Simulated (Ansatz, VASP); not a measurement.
# One calculation of CdF2, two programs

```xyz
3
Lattice="0.0000 2.7295 2.7295 2.7295 0.0000 2.7295 2.7295 2.7295 0.0000" Properties=species:S:1:pos:R:3 pbc="T T T"
Cd    0.0000    0.0000    0.0000
F     1.3647    1.3647    1.3647
F     4.0942    4.0942    4.0942
```

Alike in both runs: task single point; functional RPBE; k mesh 6 × 6 × 6; occupations fermi-dirac, width 0.3 eV; no spin polarisation.

```csv
,VASP,Ansatz
version,VASP 6.6.1,Ansatz 0.2.0
potentials or method,"VASP PAW PBE potentials, release 64 (Cd, F)","plane waves, PAW"
plane-wave cutoff (eV),520,544
valence electrons in the cell,26,34
```

Ansatz gave:

- pressure (GPa): 5.7

Problem. Which values does VASP return?

Solution. Pressure (GPa): 6.3.

With one functional, cell and mesh, what is left measures potentials, basis and numerics. The two sets of potentials don't hold the same shells in valence.

Caveats: the PAW data sets were made with another functional, which shifts forces and pressure a little (VASP). A k mesh can miss the band edges.
